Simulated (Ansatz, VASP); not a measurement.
**PbO: VASP beside Ansatz**

```
CELL_PARAMETERS angstrom
0.00000 2.69992 2.69992
2.69992 0.00000 2.69992
2.69992 2.69992 0.00000
ATOMIC_POSITIONS crystal
Pb 0.00000 0.00000 0.00000
O 0.25000 0.25000 0.25000
```

Alike in both runs: functional PBE; k mesh 14 × 14 × 14; occupations fermi-dirac, width 0.05 eV; no spin polarisation.

Ansatz relaxed the structure, and its values are those at the end. VASP's run is a single point on that final structure, the one shown.

|  | VASP | Ansatz |
| --- | --- | --- |
| version | VASP 6.6.1 | Ansatz 0.2.0 |
| potentials or method | VASP PAW PBE potentials, release 64 (Pb_d, O), cutoff 520 eV | all-electron LAPW, scalar-relativistic |

```csv
,VASP,Ansatz,Ansatz less VASP
pressure (GPa),12.0,12.0,-0.02
```

Ansatz ran all-electron here, so the differences hold the error of VASP's frozen core and of both bases.

Spin-orbit coupling is left out, which matters for the levels of Pb.
